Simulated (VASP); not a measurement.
VASP 6.6.1 run: SrO

INCAR

```
NELM = 120
LWAVE = .FALSE.
NSW = 0
LCHARG = .FALSE.
ISMEAR = -1
NELECT = 16.5
SIGMA = 0.02
LREAL = .FALSE.
NBANDS = 15
ENCUT = 520
IBRION = -1
METAGGA = TPSS
EDIFF = 1E-7
PREC = Accurate
ISIF = 2
LASPH = .TRUE.
```

KPOINTS

```
KPOINTS created by Atomic Simulation Environment
0
Gamma
8 8 8
0 0 0
```

POSCAR

```
Sr O
 1.0000000000000000
     0.0000000000000000    2.5024955561000000    2.5024955561000000
     2.5024955561000000    0.0000000000000000    2.5024955561000000
     2.5024955561000000    2.5024955561000000    0.0000000000000000
 Sr  O
   1   1
Cartesian
  0.0000000000000000  0.0000000000000000  0.0000000000000000
  2.5024955561000000  2.5024955561000000  2.5024955561000000
```

The recommended PBE PAW datasets give the neutral cell 16 valence electrons.

Command

```
mpirun -np 1 vasp_std
```

OSZICAR

```
N       E                     dE             d eps       ncg     rms          rms(c)
DAV:   1     0.950982059233E+02    0.95098E+02   -0.93038E+03   870   0.113E+03
DAV:   2     0.891074237278E+01   -0.86187E+02   -0.79908E+02  1164   0.258E+02
DAV:   3     0.589774175748E+01   -0.30130E+01   -0.30041E+01  1087   0.458E+01
DAV:   4     0.587747289247E+01   -0.20269E-01   -0.20268E-01   997   0.387E+00
DAV:   5     0.587716404970E+01   -0.30884E-03   -0.30884E-03  1087   0.337E-01    0.965E+01
DAV:   6    -0.214354114686E+02   -0.27313E+02   -0.93695E+01  1052   0.110E+02    0.217E+01
DAV:   7    -0.198457696595E+02    0.15896E+01   -0.53989E+00  1206   0.221E+01    0.651E+00
DAV:   8    -0.199426243776E+02   -0.96855E-01   -0.51736E-01  1011   0.578E+00    0.503E+00
DAV:   9    -0.199287275817E+02    0.13897E-01   -0.60176E-02   954   0.238E+00    0.260E+00
DAV:  10    -0.199239858829E+02    0.47417E-02   -0.14677E-02  1112   0.112E+00    0.823E-01
DAV:  11    -0.199249576416E+02   -0.97176E-03   -0.10040E-03   919   0.335E-01    0.314E-01
DAV:  12    -0.199246874661E+02    0.27018E-03   -0.11061E-03   968   0.330E-01    0.922E-02
DAV:  13    -0.199246621685E+02    0.25298E-04   -0.12835E-04  1066   0.120E-01    0.273E-02
DAV:  14    -0.199246629704E+02   -0.80187E-06   -0.17353E-05   933   0.377E-02    0.858E-03
DAV:  15    -0.199246636664E+02   -0.69604E-06   -0.12864E-06  1318   0.801E-03    0.275E-03
DAV:  16    -0.199246639867E+02   -0.32027E-06   -0.78015E-08   596   0.249E-03    0.118E-03
DAV:  17    -0.199246641300E+02   -0.14325E-06   -0.20685E-08   470   0.122E-03    0.548E-04
DAV:  18    -0.199246641227E+02    0.73028E-08   -0.31345E-09   463   0.391E-04
   1 F= -.19924664E+02 E0= -.19923491E+02  d E =-.234560E-02
```

Standard output (part)

```
POSCAR found type information on POSCAR SrO
 POSCAR found :  2 types and       2 ions
 LDA part: xc-table for (None), standard interpolation
 POSCAR, INCAR and KPOINTS ok, starting setup
 WAVECAR not read
 entering main loop
 the old and the new charge density differ
    0.965E+01
```

From OUTCAR

```
k-points           NKPTS =     29   k-points in BZ     NKDIM =     29   number of bands    NBANDS=     15

   NELECT =      16.5000    total number of electrons

   dimension x,y,z NGX =    28 NGY =   28 NGZ =   28
   dimension x,y,z NGXF=    56 NGYF=   56 NGZF=   56

  energy-cutoff  :      520.00
  volume of cell :       31.34
      direct lattice vectors                 reciprocal lattice vectors
     0.000000000  2.502495556  2.502495556    -0.199800555  0.199800555  0.199800555
     2.502495556  0.000000000  2.502495556     0.199800555 -0.199800555  0.199800555
     2.502495556  2.502495556  0.000000000     0.199800555  0.199800555 -0.199800555

 k-points in reciprocal lattice and weights: KPOINTS created by Atomic Simulation Env
   0.00000000  0.00000000  0.00000000       0.002
   0.12500000  0.00000000  0.00000000       0.016
   0.25000000  0.00000000  0.00000000       0.016
   0.37500000  0.00000000  0.00000000       0.016
   0.50000000  0.00000000  0.00000000       0.008
   0.12500000  0.12500000  0.00000000       0.012
   0.25000000  0.12500000  0.00000000       0.047
   0.37500000  0.12500000  0.00000000       0.047
   ...

 E-fermi :   6.6374

 k-point     1 :       0.0000    0.0000    0.0000
  band No.  band energies     occupation
      1     -30.6500      2.00000
      2     -14.1778      2.00000
      3     -11.9560      2.00000
      4     -11.9560      2.00000
      5     -11.9560      2.00000
      6       1.5424      2.00000
      7       1.5424      2.00000
      8       1.5424      2.00000
      9       5.9038      2.00000
     10       8.0880      0.00000
     11       8.0880      0.00000
     12       8.0880      0.00000
     13      10.7037      0.00000
     14      10.7037      0.00000
     15      14.1009      0.00000

 k-point     2 :       0.1250    0.0000    0.0000
  band No.  band energies     occupation
      1     -30.6204      2.00000
      2     -14.4601      2.00000
      3     -11.9710      2.00000
      4     -11.9710      2.00000
      5     -11.7475      2.00000
      6       1.0419      2.00000
      7       1.3158      2.00000
      8       1.3158      2.00000
      9       6.6592      0.50373
     10       7.8621      0.00000
     11       8.4329      0.00000
     12       8.4329      0.00000
     13      11.1712      0.00000
     14      11.1712      0.00000
     15      15.2836      0.00000

 k-point     3 :       0.2500    0.0000    0.0000
  band No.  band energies     occupation
      1     -30.5478      2.00000
      2     -15.0091      2.00000
      3     -12.0067      2.00000
      4     -12.0067      2.00000
      5     -11.3775      2.00000
      6       0.1257      2.00000
      7       0.8290      2.00000
      8       0.8290      2.00000
      9       7.7713      0.00000
     10       8.2713      0.00000
     11       9.3764      0.00000
     12       9.3764      0.00000
     13      12.3342      0.00000
     14      12.3342      0.00000
     15      17.7284      0.00000

 ...

  Total        5.0309485      5.0309485      5.0309485      0.0000000     -0.0000000      0.0000000
  in kB      257.1642027    257.1642027    257.1642027      0.0000000     -0.0000000      0.0000000
  external PRESSURE =     257.1642027 kB  Pullay stress =       0.0000000 kB

 POSITION                                       TOTAL-FORCE (eV/Angst)
 -----------------------------------------------------------------------------------
      0.00000      0.00000      0.00000        -0.000000     -0.000000     -0.000000
      2.50250      2.50250      2.50250         0.000000      0.000000      0.000000
 -----------------------------------------------------------------------------------
    total drift:                                0.000000      0.000000      0.000000

  FREE ENERGIE OF THE ION-ELECTRON SYSTEM (eV)
  ---------------------------------------------------
  free  energy   TOTEN  =       -19.9246641227 eV

  energy  without entropy=      -19.9223185234  energy(sigma->0) =      -19.92349132
```

It converged. Results: pressure 25.7 GPa.

The cell is charged and sits in a uniform background.

For comparison, a separate PBE run of the intended cell, on usual settings and not on those above, gives a gap of 3.20 eV on its mesh and a pressure of 13.0 GPa.

The run above took about 54 s on one core of a shared host (Intel Xeon Platinum 8488C) and held 0.17 GiB at most.
